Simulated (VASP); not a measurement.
# B (R-3m) in VASP: relaxation of cell and atoms with r2SCAN+rVV10

Aim: the relaxation of cell and atoms of B with r2SCAN+rVV10.

Everything below comes from runs of VASP 6.6.1. Logs are shortened: lines on timing, memory, paths and dates and some standing lists are left out, and cuts for length are marked.

### 1 The structure

Symmetry: R-3m, No. 166, trigonal system. Conventional cell: a = 4.898 Å, b = 4.898 Å, c = 12.524 Å, α = 90.00°, β = 90.00°, γ = 120.00°. B (site symmetry m) is surrounded by 6 B at 1.67 to 1.80 Å. B (site symmetry m) has 7 B at 1.77 to 2.01 Å as nearest neighbours.

### 2 Relaxation of cell and atoms, r2SCAN+rVV10

INCAR reads:

```
SYSTEM = B
PREC = Accurate
ENCUT = 600
EDIFF = 1E-7
ISMEAR = 0
SIGMA = 0.02
LREAL = .False.
LASPH = .True.
NELM = 60
ALGO = Normal
ISIF = 3
LWAVE = .False.
LCHARG = .False.
METAGGA = R2SCAN
LMIXTAU = .True.
LUSE_VDW = .True.
IVDW_NL = 2
BPARAM = 11.95
CPARAM = 0.0093
IBRION = 2
NSW = 90
EDIFFG = -0.005
```

KPOINTS reads:

```
Automatic mesh
0
Gamma
  6 6 6
  0 0 0
```

POSCAR reads:

```
B
1.0
    2.4491963900      1.4140442000      4.1747204400
   -2.4491963900      1.4140442000      4.1747204400
    0.0000000000     -2.8280883900      4.1747204400
B
12
Direct
    0.0099700400      0.6542851200      0.0099700400
    0.0099700400      0.0099700400      0.6542851200
    0.6542851200      0.0099700400      0.0099700400
    0.3457148800      0.9900299600      0.9900299600
    0.9900299600      0.3457148800      0.9900299600
    0.9900299600      0.9900299600      0.3457148800
    0.2205655700      0.6316348300      0.2205655700
    0.2205655700      0.2205655700      0.6316348300
    0.6316348300      0.2205655700      0.2205655700
    0.3683651700      0.7794344300      0.7794344300
    0.7794344300      0.3683651700      0.7794344300
    0.7794344300      0.7794344300      0.3683651700
```

Potentials or basis: VASP PAW PBE potentials, release 64 (B).

The run is started by

```bash
$ cat potpaw_PBE.64/B/POTCAR > POTCAR
$ mpirun -np 1 vasp_std > vasp.out
```

OUTCAR:

```text
SYSTEM = B
   PREC = Accurate
   ENCUT = 600
   EDIFF = 1E-7
   ISMEAR = 0
   LREAL = .False.
   LASPH = .True.
   NELM = 60
   ISIF = 3
   METAGGA = R2SCAN
   IVDW_NL = 2
   BPARAM = 11.95
   IBRION = 2
   NSW = 90
   EDIFFG = -0.005

 ion  position               nearest neighbor table
   1  0.010  0.654  0.010-   5 1.67   3 1.74   2 1.74   7 1.79  12 1.80  10 1.80
   2  0.010  0.010  0.654-   6 1.67   3 1.74   1 1.74   8 1.79  10 1.80  11 1.80
   3  0.654  0.010  0.010-   4 1.67   1 1.74   2 1.74   9 1.79  12 1.80  11 1.80
   4  0.346  0.990  0.990-   3 1.67   5 1.74   6 1.74  10 1.79   8 1.80   7 1.80
   5  0.990  0.346  0.990-   1 1.67   4 1.74   6 1.74  11 1.79   8 1.80   9 1.80
   6  0.990  0.990  0.346-   2 1.67   4 1.74   5 1.74  12 1.79   9 1.80   7 1.80
   7  0.221  0.632  0.221-  12 1.77  10 1.77   1 1.79   6 1.80   4 1.80   9 2.01   8 2.01
   8  0.221  0.221  0.632-  10 1.77  11 1.77   2 1.79   4 1.80   5 1.80   7 2.01   9 2.01
   9  0.632  0.221  0.221-  12 1.77  11 1.77   3 1.79   6 1.80   5 1.80   7 2.01   8 2.01
  10  0.368  0.779  0.779-   8 1.77   7 1.77   4 1.79   2 1.80   1 1.80  11 2.01  12 2.01
  11  0.779  0.368  0.779-   8 1.77   9 1.77   5 1.79   2 1.80   3 1.80  10 2.01  12 2.01
  12  0.779  0.779  0.368-   7 1.77   9 1.77   6 1.79   3 1.80   1 1.80  10 2.01  11 2.01

  LATTYP: Found a trigonal (rhomboedric) cell.
 ALAT       =     5.0424572094
 COS(alpha) =     0.5281621515

  Lattice vectors:

 A1 = (   2.4491963900,   1.4140442000,   4.1747204400)
 A2 = (  -2.4491963900,   1.4140442000,   4.1747204400)
 A3 = (   0.0000000000,  -2.8280883900,   4.1747204400)

Analysis of symmetry for initial positions (statically):
=====================================================================
 Subroutine PRICEL returns:
 Original cell was already a primitive cell.

 Routine SETGRP: Setting up the symmetry group for a
 trigonal (rhombohedral) supercell.

 Subroutine GETGRP returns: Found 12 space group operations
 (whereof 12 operations were pure point group operations)
 out of a pool of 12 trial point group operations.

The static configuration has the point symmetry D_3d.

Analysis of symmetry for dynamics (positions and initial velocities):
=====================================================================
 Subroutine PRICEL returns:
 Original cell was already a primitive cell.

 Routine SETGRP: Setting up the symmetry group for a
 trigonal (rhombohedral) supercell.

 Subroutine GETGRP returns: Found 12 space group operations
 (whereof 12 operations were pure point group operations)
 out of a pool of 12 trial point group operations.

The dynamic configuration has the point symmetry D_3d.

 Subroutine INISYM returns: Found 12 space group operations
 (whereof 12 operations are pure point group operations),
 and found     1 'primitive' translations

----------------------------------------------------------------------------------------

                                     Primitive cell

  volume of cell :      86.7492

  direct lattice vectors                    reciprocal lattice vectors
     2.449196390  1.414044200  4.174720440     0.204148594  0.117865246  0.079845666
    -2.449196390  1.414044200  4.174720440    -0.204148594  0.117865246  0.079845666
     0.000000000 -2.828088390  4.174720440     0.000000000 -0.235730491  0.079845666

  length of vectors
     5.042457209  5.042457209  5.042457208     0.248885908  0.248885908  0.248885908

  position of ions in fractional coordinates (direct lattice)
     0.009970040  0.654285120  0.009970040
     0.009970040  0.009970040  0.654285120
     0.654285120  0.009970040  0.009970040
     0.345714880  0.990029960  0.990029960
     0.990029960  0.345714880  0.990029960
     0.990029960  0.990029960  0.345714880
     0.220565570  0.631634830  0.220565570
     0.220565570  0.220565570  0.631634830
     0.631634830  0.220565570  0.220565570
     0.368365170  0.779434430  0.779434430
     0.779434430  0.368365170  0.779434430
     0.779434430  0.779434430  0.368365170

  ion indices of the primitive-cell ions
   primitive index   ion index
                 1           1
                 2           2
                 3           3
                 4           4
                 5           5
                 6           6
                 7           7
                 8           8
                 9           9
                10          10
                11          11
                12          12

----------------------------------------------------------------------------------------

 KPOINTS: Automatic mesh

Automatic generation of k-mesh.
 Grid dimensions read from file:
 generate k-points for:    6    6    6

 Generating k-lattice:

  Cartesian coordinates                     Fractional coordinates (reciprocal lattice)
     0.034024766  0.019644208  0.013307611     0.166666667  0.000000000 -0.000000000
    -0.034024766  0.019644208  0.013307611     0.000000000  0.166666667 -0.000000000
     0.000000000 -0.039288415  0.013307611    -0.000000000 -0.000000000  0.166666667

  Length of vectors
     0.041480985  0.041480985  0.041480985

  Shift w.r.t. Gamma in fractional coordinates (k-lattice)
     0.000000000  0.000000000  0.000000000

 Subroutine IBZKPT returns following result:
 ===========================================

 Found     32 irreducible k-points:

 Following reciprocal coordinates:
            Coordinates               Weight
  0.000000  0.000000  0.000000      1.000000
  0.166667  0.000000  0.000000      6.000000
  0.333333 -0.000000  0.000000      6.000000
  0.500000 -0.000000  0.000000      3.000000
  0.166667  0.166667  0.000000      6.000000
  0.333333  0.166667  0.000000     12.000000
[... 16 lines left out ...]
  0.500000  0.500000  0.166667      6.000000
 -0.333333  0.500000  0.166667     12.000000
 [... further k-points ...]
   k-points           NKPTS =     32   k-points in BZ     NKDIM =     32   number of bands    NBANDS=     25
   number of dos      NEDOS =    301   number of ions     NIONS =     12
   total plane-waves  NPLWV =  64000
   dimension x,y,z NGX =    40 NGY =   40 NGZ =   40
   dimension x,y,z NGXF=    80 NGYF=   80 NGZF=   80
   ions per type =              12
   NGX,Y,Z   is equivalent  to a cutoff of  13.19, 13.19, 13.19 a.u.
   NGXF,Y,Z  is equivalent  to a cutoff of  26.38, 26.38, 26.38 a.u.
 SYSTEM =  B
   PREC   = accura    normal or accurate (medium, high low for compatibility)
   ISTART =      0    job   : 0-new  1-cont  2-samecut
   ICHARG =      2    charge: 1-file 2-atom 10-const
   ISPIN  =      1    spin polarized calculation?
   LNONCOLLINEAR =      F non collinear calculations
   LSORBIT =      F    spin-orbit coupling
   LASPH  =      T    aspherical Exc in radial PAW
   ENCUT  =  600.0 eV  44.10 Ry    6.64 a.u.  10.07 10.07 10.07*2*pi/ulx,y,z
   NELM   =     60;   NELMIN=  2; NELMDL= -5     # of ELM steps
   EDIFF  = 0.1E-06   stopping-criterion for ELM
   LREAL  =      F    real-space projection
   EDIFFG = -.5E-02   stopping-criterion for IOM
   NSW    =     90    number of steps for IOM
   IBRION =      2    ionic relax: 0-MD 1-quasi-New 2-CG
   NFREE  =      1    steps in history (QN), initial steepest desc. (CG)
   ISIF   =      3    stress and relaxation
   ISYM   =      2    0-nonsym 1-usesym 2-fastsym
   POTIM  = 0.5000    time-step for ionic-motion
   TEBEG  =    0.0;   TEEND  =   0.0 temperature during run
   PSTRESS=    0.0 pullay stress
   NELECT =      36.0000    total number of electrons
   NUPDOWN=      -1.0000    fix difference up-down
   EMIN   =  10.00;   EMAX   =-10.00  energy-range for DOS
   EFERMI =   0.00;   METHOD = LEGACY
   ISMEAR =     0;   SIGMA  =   0.02  broadening in eV -4-tet -1-fermi 0-gaus
   EFERMI_NEDOS =   21; number of points for ismear=-14 and -15
   IALGO  =     38    algorithm
   IMIX   =      4    mixing-type and parameters
     AMIX     =   0.40;   BMIX     =  1.00
     AMIX_MAG =   1.60;   BMIX_MAG =  1.00
  volume/ion in A,a.u.               =       7.23        48.78
  Fermi-wavevector in a.u.,A,eV,Ry     =   1.221108  2.307559 20.287697  1.491104
  Thomas-Fermi vector in A             =   2.356301
   LORBIT       =      0    0 simple, 1 ext, 2 COOP (PROOUT), +10 PAW based schemes
   METAGGA = R2SCAN    functional components
   LHFCALC =     F    Hartree Fock is set to
   AEXX    =    0.0000 exact exchange contribution
   IVDW_NL    =     2    kernel type
   BPARAM     =11.9500
   IVDW    =     0    specifies the selected vdW correction
   LEPSILON=     F    determine dielectric tensor
   LRPA    =     F    only Hartree local field effects (RPA)
 conjugate gradient relaxation of ions
 non-spin polarized calculation
 Gauss-broadening in eV      SIGMA  =   0.02
  energy-cutoff  :      600.00
  volume of cell :       86.75
 maximum number of plane-waves:      2917
   NGX = 21   NGY = 21   NGZ = 21

--------------------------------------- Ionic step        1  -------------------------------------------

 number of electron      36.0000000 magnetization

 Free energy of the ion-electron system (eV)
  ---------------------------------------------------
  ext. energy  EPLUGINS =         0.00000000
  ---------------------------------------------------
  free energy    TOTEN  =       -87.87535214 eV

  energy without entropy =      -87.87535214  energy(sigma->0) =      -87.87535214

------------------------ aborting loop because EDIFF is reached ----------------------------------------

  FORCE on cell =-STRESS in cart. coord.  units (eV):
  Direction    XX          YY          ZZ          XY          YZ          ZX
  --------------------------------------------------------------------------------------
  -------------------------------------------------------------------------------------
  Total       -0.0951837     -0.0951837     -0.4285004      0.0000000     -0.0000000      0.0000000
  in kB       -1.7579560     -1.7579560     -7.9140087      0.0000000     -0.0000000      0.0000000
  external PRESSURE =      -3.8099736 kB  Pullay stress =       0.0000000 kB
[... 169 lines left out ...]
  energy  without entropy=      -87.8759295962  energy(sigma->0) =      -87.87592960

--------------------------------------- Ionic step        5  -------------------------------------------

 number of electron      36.0000000 magnetization

 Free energy of the ion-electron system (eV)
  ---------------------------------------------------
  ext. energy  EPLUGINS =         0.00000000
  ---------------------------------------------------
  free energy    TOTEN  =       -87.87599568 eV

  energy without entropy =      -87.87599568  energy(sigma->0) =      -87.87599568

 E-fermi :   6.0520     XC(G=0): -12.3426

 val. band max:        5.9543633354   @ k =   0.5000   0.5000   0.5000
 cond. band min:       7.5491333300   @ k =   0.0000   0.0000   0.0000
 fundamental gap:      1.5947699946
 Fermi energy:         6.0519871302

 k-point     1 :       0.0000    0.0000    0.0000
  band No.  band energies     occupation
      1     -11.2553      2.00000
      2      -5.2016      2.00000
      3      -4.9416      2.00000
      4      -4.9416      2.00000
      5      -3.6835      2.00000
      6      -3.0570      2.00000
[... 661 lines left out ...]
     24      11.3808      0.00000
     25      11.8937      0.00000

 [... further k-points ...]
[... 5 lines left out ...]
  --------------------------------------------------------------------------------------
  -------------------------------------------------------------------------------------
  Total       -0.0087206     -0.0087206      0.0301119      0.0000000      0.0000000      0.0000000
  in kB       -0.1614351     -0.1614351      0.5574306      0.0000000      0.0000000      0.0000000
  external PRESSURE =       0.0781868 kB  Pullay stress =       0.0000000 kB
[... 27 lines left out ...]
  FREE ENERGIE OF THE ION-ELECTRON SYSTEM (eV)
  ---------------------------------------------------
  free  energy   TOTEN  =       -87.8759956843 eV

  energy  without entropy=      -87.8759956843  energy(sigma->0) =      -87.87599568

 reached required accuracy - stopping structural energy minimisation
```

Run time: 14 min. Hardware: 1 thread of Intel Xeon 6975P-C (Granite Rapids), shared host; peak memory 0.51 GiB.

Results:

| Property | Result |
| --- | --- |
| Free energy | -87.8760 eV |
| Relaxed volume | 7.21 Å³/atom |
| Relaxed cell | a = 5.037 Å, b = 5.037 Å, c = 5.037 Å, α = 58.16°, β = 58.16°, γ = 58.16° |
| Space group after relaxing (to 0.05 Å) | R-3m (No. 166) |
| Energy gained by relaxing | 0.1 meV/atom |
| Ionic steps | 5 |
| Pressure after relaxing | 0.0 GPa |
| Largest force after relaxing | 0.004 eV/Å |
| Band gap on the k mesh | 1.59 eV, indirect (least direct gap 1.98 eV) |

Forces on the atoms (eV/Å):
```
B    0.004 -0.002  0.001
B    0.000  0.004  0.001
B   -0.004 -0.002  0.001
B    0.004  0.002 -0.001
B   -0.004  0.002 -0.001
B    0.000 -0.004 -0.001
B    0.000  0.000  0.004
B    0.000  0.000  0.004
B    0.000  0.000  0.004
B    0.000  0.000 -0.004
B    0.000  0.000 -0.004
B    0.000  0.000 -0.004
```

The path:
```csv
step,energy change (eV),largest force (eV/Å),pressure (GPa),volume (Å³)
1,0.0000,0.0438,-0.38,86.75
2,-0.0004,0.0616,0.00,86.53
3,-0.0006,0.0282,-0.13,86.61
4,-0.0006,0.0295,0.13,86.50
5,-0.0006,0.0045,0.01,86.55
```

Final structure:
```xyz
12
Lattice="2.4481 1.4134 4.1689 -2.4481 1.4134 4.1689 0.0000 -2.8268 4.1689" Properties=species:S:1:pos:R:3 pbc="T T T"
B    -1.5771    0.9105    2.8103
B     0.0000   -1.8211    2.8103
B     1.5771    0.9105    2.8103
B    -1.5771   -0.9105    9.6965
B     1.5771   -0.9105    9.6965
B     0.0000    1.8211    9.6965
B    -1.0049    0.5802    4.4732
B     0.0000   -1.1604    4.4732
B     1.0049    0.5802    4.4732
B    -1.0049   -0.5802    8.0337
B     1.0049   -0.5802    8.0337
B     0.0000    1.1604    8.0337
```

Caveat: the PAW data sets were made with another functional, which shifts forces and pressure a little.
